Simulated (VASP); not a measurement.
FeO (Wuestite), 2 atoms in the cell. It takes space group Fm-3m (No. 225, cubic). Conventional cell: a = 4.311 Å, b = 4.311 Å, c = 4.311 Å, α = 90.00°, β = 90.00°, γ = 90.00°. Fe (site symmetry m-3m) has 6 O at 2.16 Å as nearest neighbours. Around O (site symmetry m-3m) lie 6 Fe at 2.16 Å. 

* Program: VASP 6.6.1
* Task: single point
* Functional: RPBE
* Potentials or basis: VASP PAW PBE potentials, release 64 (Fe_pv, O)
* Cutoff: 520 eV
* k mesh: 11 × 11 × 11
* Occupations: gaussian, width 0.05 eV
* Spin: collinear spin, ferromagnetic start
* Starting moments: [3.0, 0.0] μB
* Further INCAR settings: ALGO = Fast; EDIFF = 1.00e-06; NBANDS = 21

Potentials or basis: VASP PAW PBE potentials, release 64 (Fe_pv, O).

Command:

```console
$ python run.py
```

Hardware: 1 thread of Intel(R) Xeon(R) Platinum 8488C (Sapphire Rapids), on a shared host.

Question: Estimate the wall time of this run.

Answer: Wall time 34 s on 1 thread of Intel(R) Xeon(R) Platinum 8488C (Sapphire Rapids), with other jobs on the host, peak memory 0.17 GiB. Counts: scf iterations 16, k points 56.
